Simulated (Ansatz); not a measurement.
Input and command of a plane-wave DFT calculation in Ansatz:

```yaml
crystal:
  lattice:
    - [1.7738039271, -6.7803428775, 0.0]
    - [1.7738039271, 6.7803428775, 0.0]
    - [0.0, 0.0, 3.5792221396]
  atoms:
    - { symbol: Ti, position: [0.9046718996, 0.1048642976, 0.7439824317] }
    - { symbol: Ti, position: [0.1110340034, 0.8985021938, 0.2439824317] }
    - { symbol: Si, position: [0.5198827671, 0.4324362469, 0.7800878417] }
    - { symbol: Si, position: [0.4487054271, 0.5608307701, 0.2439824317] }
    - { symbol: Si, position: [0.2576810876, 0.7518551096, 0.7439824317] }
    - { symbol: Si, position: [0.7580248154, 0.2515113818, 0.2439824317] }
basis:
  ecutwfc: 420
kpoints:
  mp_grid: { grid: [10, 10, 10] }
hamiltonian:
  xc: pbe
scf:
  occupations: { method: gaussian, width: 0.15 }
output:
  forces: true
  stress: true
  eigenvalues: true
```

```bash
ansatz run input.yaml --threads 2 --pin off --max-ram 5120MiB --backend cpu --events-out ev --progress --plain --runs-dir out
```

Processor: Oxide Virtual Turin-like Processor (Zen 5), 2 threads, on a host shared with other jobs.

Question: How long does it run, and how much memory does it take?

Answer: About 35 s on 2 threads of Oxide Virtual Turin-like Processor (Zen 5), with other jobs on the host, peak memory 1.1 GiB. It solves 26 bands at 504 k points (the mesh reduced by symmetry) with about 1685 plane waves, in 6 SCF iterations.
